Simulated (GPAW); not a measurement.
# HgSe (F-43m) in GPAW: notebook

Runs on HgSe. Level: PBE. Tasks: single point.

Program: GPAW 26.7.0. These are calculated values, not measurements. Logs are shortened: lines on timing, memory, paths and dates and some standing lists are left out, and cuts for length are marked. The log counts tension as positive stress, the text compression.

**1. Starting point**

It takes space group F-43m (No. 216, cubic). The conventional cell has a = 6.078 Å, b = 6.078 Å, c = 6.078 Å, α = 90.00°, β = 90.00°, γ = 90.00°. Hg (site symmetry -43m) has 4 Se at 2.63 Å as nearest neighbours. Se (site symmetry -43m) is surrounded by 4 Hg at 2.63 Å.

**2. Single point, PBE**

Contents of run.py:

```python
from ase.dft.bandgap import bandgap
from ase.io import read, write
from ase.units import GPa
from gpaw import GPAW, PW

atoms = read('HgSe.xyz')

calc = GPAW(mode=PW(600),
            xc='PBE',
            kpts={'size': (8, 8, 8), 'gamma': True},
            occupations={'name': 'methfessel-paxton', 'order': 0, 'width': 0.026000000000000002},
            nbands=18,
            convergence={'density': 1e-05, 'energy': 1e-05},
            maxiter=150,
            txt='gpaw.txt')
atoms.calc = calc
energy = atoms.get_potential_energy()
forces = atoms.get_forces()
stress = atoms.get_stress()
calc.write('gs.gpw')
write('result.traj', atoms)
print(f'Energy: {energy:.6f} eV')
print('Forces (eV/A):')
print(forces.round(4))
print('Stress (GPa):', (stress / GPa).round(3))
print('Fermi level:', round(calc.get_fermi_level(), 4), 'eV')
print(f'Gap: {bandgap(calc)[0]:.4f} eV, direct: {bandgap(calc, direct=True)[0]:.4f} eV')
```

Contents of HgSe.xyz:

```xyz
2
Lattice="0.0000000000 3.0390000000 3.0390000000 3.0390000000 0.0000000000 3.0390000000 3.0390000000 3.0390000000 0.0000000000" Properties=species:S:1:pos:R:3 pbc="T T T"
Hg     0.0000000000      0.0000000000      0.0000000000
Se     4.5585000000      4.5585000000      4.5585000000
```

Potentials or basis: GPAW PAW data sets (gpaw-data 1.2.1), pw.

Started as:

```sh
$ OMP_NUM_THREADS=1 python run.py
```

gpaw.txt:

```text
__  _  _
 | _ |_)|_||  |
 |__||  | ||/\| - 26.7.0

Input parameters:
  mode=PW(ecut=600.0),
  convergence={'density': 1e-05, 'energy': 1e-05},
  kpts=MonkhorstPack(size=(8, 8, 8), gamma=True),
  maxiter=150,
  nbands=18,
  occupations=Occupations(name='methfessel-paxton', order=0, width=0.026000000000000002),
  xc=XC(name='PBE')

Diagonalizing LCAO Hamiltonian
Converting LCAO to pw mode

                     Se

       Hg

Atoms  # Å, Bohr magnetons
|   | symbol |        x |        y |        z |    initial magnetic moments |
|---|--------|----------|----------|----------|-----------------------------|
| 0 |     Hg | 0.000000 | 0.000000 | 0.000000 | ( 0.0000,  0.0000,  0.0000) |
| 1 |     Se | 4.558500 | 4.558500 | 4.558500 | ( 0.0000,  0.0000,  0.0000) |

Unit cell  # Å
| periodic |        x |        y |        z |  lengths |    angles |
|----------|----------|----------|----------|----------|-----------|
|      yes | 0.000000 | 3.039000 | 3.039000 | 4.297795 | 60.000000 |
|      yes | 3.039000 | 0.000000 | 3.039000 | 4.297795 | 60.000000 |
|      yes | 3.039000 | 3.039000 | 0.000000 | 4.297795 | 60.000000 |

Number of symmetries: 24
Symmetry operations  # r_c * U_cc + t_c -> r_c
|    | kind |            matrix            |
|----|------|------------------------------|
|  0 |  E   |  1, 0, 0,  0, 1, 0,  0, 0, 1 |
|  1 |  σ   |  1, 0, 0,  0, 0, 1,  0, 1, 0 |
|  2 |  σ   |  1, 0,-1,  0, 1,-1,  0, 0,-1 |
|  3 |  C3  |  1, 0,-1,  0, 0,-1,  0, 1,-1 |
|  4 |  C3  |  1,-1, 0,  0,-1, 1,  0,-1, 0 |
|  5 |  σ   |  1,-1, 0,  0,-1, 0,  0,-1, 1 |
|  6 |  σ   |  0, 1, 0,  1, 0, 0,  0, 0, 1 |
|  7 |  C3  |  0, 1, 0,  0, 0, 1,  1, 0, 0 |
|  8 |  C2  |  0, 1,-1,  1, 0,-1,  0, 0,-1 |
|  9 |  S4  |  0, 1,-1,  0, 0,-1,  1, 0,-1 |
| 10 |  C3  |  0, 0, 1,  1, 0, 0,  0, 1, 0 |
| 11 |  σ   |  0, 0, 1,  0, 1, 0,  1, 0, 0 |
| 12 |  S4  |  0, 0,-1,  1, 0,-1,  0, 1,-1 |
| 13 |  C3  |  0, 0,-1,  0, 1,-1,  1, 0,-1 |
| 14 |  S4  |  0,-1, 1,  1,-1, 0,  0,-1, 0 |
| 15 |  C2  |  0,-1, 1,  0,-1, 0,  1,-1, 0 |
| 16 |  C3  |  0,-1, 0,  1,-1, 0,  0,-1, 1 |
| 17 |  S4  |  0,-1, 0,  0,-1, 1,  1,-1, 0 |
| 18 |  S4  | -1, 1, 0, -1, 0, 1, -1, 0, 0 |
| 19 |  C3  | -1, 1, 0, -1, 0, 0, -1, 0, 1 |
| 20 |  C3  | -1, 0, 1, -1, 1, 0, -1, 0, 0 |
| 21 |  S4  | -1, 0, 1, -1, 0, 0, -1, 1, 0 |
| 22 |  σ   | -1, 0, 0, -1, 1, 0, -1, 0, 1 |
| 23 |  C2  | -1, 0, 0, -1, 0, 1, -1, 1, 0 |

BZ-sampling:
  Number of BZ points: 512
  Number of IBZ points: 29

  Monkhorst-Pack size: [8, 8, 8]
  Monkhorst-Pack shift: [0.0625, 0.0625, 0.0625]

K-points  # in reciprocal-cell coordinates
|     |                                coordinates |     weight |
|-----|--------------------------------------------|------------|
|   0 | (  0.00000000,   0.00000000,   0.00000000) | 0.00195312 |
|   1 | (  0.12500000,   0.12500000,   0.00000000) | 0.01171875 |
|   2 | (  0.12500000,   0.12500000,   0.12500000) | 0.01562500 |
|   3 | (  0.25000000,   0.12500000,   0.12500000) | 0.02343750 |
|   4 | (  0.25000000,   0.25000000,   0.00000000) | 0.01171875 |
|   5 | (  0.25000000,   0.25000000,   0.12500000) | 0.04687500 |
|   6 | (  0.25000000,   0.25000000,   0.25000000) | 0.01562500 |
|   7 | (  0.37500000,   0.25000000,  -0.37500000) | 0.04687500 |
|   8 | (  0.37500000,   0.25000000,   0.12500000) | 0.04687500 |
|   9 | (  0.37500000,   0.25000000,   0.25000000) | 0.04687500 |
| ... |                                            |            |
|  28 | (  0.50000000,   0.50000000,   0.50000000) | 0.00781250 |

Plane wave coefficients: 1895
Cutoff: 600.0 eV

Spin-components: 1 (collinear spins)
Bands:           18
Projectors:      11
Spin-degeneracy: 2
Datatype:        complex128

Parallelization:
  kpt:    1
  domain: 1
  band:   1

Density:
  Valence electrons: 24.0
  Components: 1
  Grid points: [25 25 25]
  Charge: 0.0  # |e|

Potential:
  Grid points: [25 25 25]

species:
  Hg:
    name:    Mercury
    Z:       80.0
    valence: 18
    core:    62
    charge:  0.0  # [|e|]
    compensation charges:
      type: gauss
      rc: 0.41  # [Å]
      lmax: 2
    cutoffs:
      filter: 2.17  # [Å]
      core: 2.06  # [Å]
    projectors
    | kind |    occ | energy [eV] | rcut [Å] |
    |------|--------|-------------|----------|
    |   6s |  2.000 |      -6.783 |    1.307 |
    |   5p |  6.000 |     -66.572 |    1.291 |
    |   6p |  0.000 |      -1.056 |    1.291 |
    |   5d | 10.000 |      -9.891 |    1.302 |
    |    s |        |      20.429 |    1.307 |
    |    d |        |      17.320 |    1.302 |

    Using partial waves for Hg as LCAO basis

  Se:
    name:    Selenium
    Z:       34.0
    valence: 6
    core:    28
    charge:  0.0  # [|e|]
    compensation charges:
      type: gauss
      rc: 0.27  # [Å]
      lmax: 2
    cutoffs:
      filter: 1.77  # [Å]
      core: 2.67  # [Å]
    projectors
    | kind |    occ | energy [eV] | rcut [Å] |
    |------|--------|-------------|----------|
    |   4s |  2.000 |     -17.277 |    0.847 |
    |   4p |  4.000 |      -6.512 |    1.005 |
    |    s |        |       9.935 |    0.847 |
    |    p |        |      20.699 |    1.005 |
    |    d |        |       0.000 |    0.847 |

    Using partial waves for Se as LCAO basis

Reference energy: -599259.310858  # eV

eigensolver:
  PPCG
  Converge bands: occupied
  niter=2

density mixing:
  MSR1-Mixer
  Pratt-step length: 0.05
  Maximum mixing coefficient: 0.75
  Old densities: 10
  SVD Regularization: 0.005
  Good broyden scale: 1.0
  Trust region scale: 1.0
  Backstep threshold: 4.0
  History deletion threshold: 6.0
  Fourier metric: weight=20.0, sigma=0.015

occupation numbers:
  Methfessel-Paxton:
    width: 0.0260  # eV
    order: 0

poisson solver:
  ecut: 4800.0  # eV

xc functional:
  name: PBE with 2 nearest neighbor stencil

convergence criteria:
- Maximum integral of absolute [dens]ity change: 1e-05 electrons / valence electron
- Maximum [total energy] change in last 3 cyles: 1e-05 eV / valence electron
- Maximum integral of absolute [eigenst]ate change: 4e-08 eV^2 / valence electron
maximum number of iterations: 150

SCF iterations
|iter     | |      energy | eigst |  dens |
|---------|-|-------------|-------|-------|
|iter:   1| |   -5.007881 | -0.16 |       |
|iter:   2| |   -4.948575 | -2.22 | -1.37 |
|iter:   3| |   -4.794626 | -1.80 | -1.41 |
|iter:   4| |   -4.809120 | -2.64 | -1.90 |
|iter:   5| |   -4.814308 | -3.16 | -2.29 |
|iter:   6| |   -4.814608 | -4.59 | -3.24 |
|iter:   7| |   -4.814665 | -5.06 | -3.69 |
|iter:   8| |   -4.814666c| -6.65 | -4.32 |
|iter:   9| |   -4.814666c| -7.46c| -4.98 |
|iter:  10| |   -4.814666c| -7.90c| -5.53c|

Converged in 10 steps
Energy contributions relative to reference atoms: (reference = -599259.310858)

Energy contributions:
  Kinetic:          34.633587
  Coulomb:         -28.921701
  Zero:             -2.203976
  External:          0.000000
  Xc:               -8.322537
  Entropy:          -0.000078
  Spinorbit:         0.000000
  ----------------------------
  Free energy:      -4.814705
  Extrapolated:     -4.814666

dipole moment: (-17.492503, -17.492503, -17.492503)  # |e|*Ang

Fermi level: 4.477
Eigenvalues  # (at kpt = [0.000, 0.000, 0.000])
| band index |      eig [eV] | occ [0-2] |
|------------|---------------|-----------|
|          0 |       -58.588 |     2.000 |
|        ... |               |           |
|          5 |        -2.812 |     2.000 |
|          6 |        -2.812 |     2.000 |
|          7 |        -2.093 |     2.000 |
|          8 |        -2.093 |     2.000 |
|          9 |         3.652 |     2.000 |
|         10 |         4.469 |     1.333 |
|         11 |         4.469 |     1.333 |
|         12 |         4.469 |     1.333 |
|         13 |         9.981 |     0.000 |
|         14 |         9.981 |     0.000 |
|         15 |         9.981 |     0.000 |
|         16 |        13.111 |     0.000 |
|         17 |        15.808 |     0.000 |

No gap
No difference between direct/indirect transitions

Forces  # eV/Ang
|        x |        y |        z |
|----------|----------|----------|
| -0.00000 |  0.00000 |  0.00000 |  # Hg   0
| -0.00000 | -0.00000 | -0.00000 |  # Se   1

Stress tensor  # eV/Ang^3
|         x |         y |         z |
|-----------|-----------|-----------|
| -0.031689 | -0.000000 |  0.000000 |
| -0.000000 | -0.031689 |  0.000000 |
|  0.000000 |  0.000000 | -0.031689 |

# Writing to gs.gpw (mode='')
```

Wall time 19 s (1 thread of Arm Neoverse V1, shared host); peak memory 0.17 GiB.

What came out:

| Item | Value |
| --- | --- |
| Free energy | -4.8147 eV |
| Pressure | 5.1 GPa |
| Band gap on the k mesh | none (metal or under the smearing width) |

Levels at points of the mesh, in eV from the Fermi level:
| k point | band 8 | band 9 | band 10 | band 11 | band 12 | band 13 | band 14 |
| --- | --- | --- | --- | --- | --- | --- | --- |
| (0.00, 0.00, 0.00) | -6.57 | -6.57 | -0.82 | -0.01 | -0.01 | -0.01 | 5.50 |
| (0.50, 0.50, 0.00) | -6.46 | -6.18 | -5.06 | -2.32 | -2.32 | 2.87 | 2.99 |
| (0.50, 0.50, 0.50) | -6.52 | -6.23 | -5.48 | -0.99 | -0.99 | 1.20 | 6.27 |

**3. Single point, PBE**

run.py: that of step 2 with these lines changed.

```diff
@@ -2,4 +2,5 @@
 from ase.io import read, write
-from ase.units import GPa
+from ase.units import Bohr, GPa
 from gpaw import GPAW, PW
+from gpaw.elf import elf_from_dft_calculation
 
@@ -10,3 +11,3 @@
             kpts={'size': (8, 8, 8), 'gamma': True},
-            occupations={'name': 'methfessel-paxton', 'order': 0, 'width': 0.026000000000000002},
+            occupations={'name': 'methfessel-paxton', 'order': 0, 'width': 0.027000000000000003},
             nbands=18,
@@ -27 +28,6 @@
 print(f'Gap: {bandgap(calc)[0]:.4f} eV, direct: {bandgap(calc, direct=True)[0]:.4f} eV')
+
+# fields on the real-space grid
+write('density.cube', atoms, data=calc.get_pseudo_density() * Bohr**3)
+write('potential.cube', atoms, data=calc.get_electrostatic_potential())
+write('elf.cube', atoms, data=elf_from_dft_calculation(calc).data)
```

HgSe.xyz is that of step 2.

Potentials or basis: GPAW PAW data sets (gpaw-data 1.2.1), pw.

Started as:

```sh
$ OMP_NUM_THREADS=1 python run.py
```

Run time: 19 s. Hardware: 1 thread of Arm Neoverse V1, shared host; peak memory 0.17 GiB.

It converged, with:

| Item | Value |
| --- | --- |
| Free energy | -4.8147 eV |
| Pressure | 5.1 GPa |
| Band gap on the k mesh | none (metal or under the smearing width) |

Levels at points of the mesh, in eV from the Fermi level:
| k point | band 9 | band 10 | band 11 | band 12 | band 13 | band 14 |
| --- | --- | --- | --- | --- | --- | --- |
| (0.00, 0.00, 0.00) | -6.57 | -0.83 | -0.01 | -0.01 | -0.01 | 5.50 |
| (0.50, 0.50, 0.00) | -6.18 | -5.06 | -2.32 | -2.32 | 2.87 | 2.99 |
| (0.50, 0.50, 0.50) | -6.23 | -5.48 | -0.99 | -0.99 | 1.20 | 6.27 |

Spin-orbit coupling is left out, which matters for the levels of Hg.
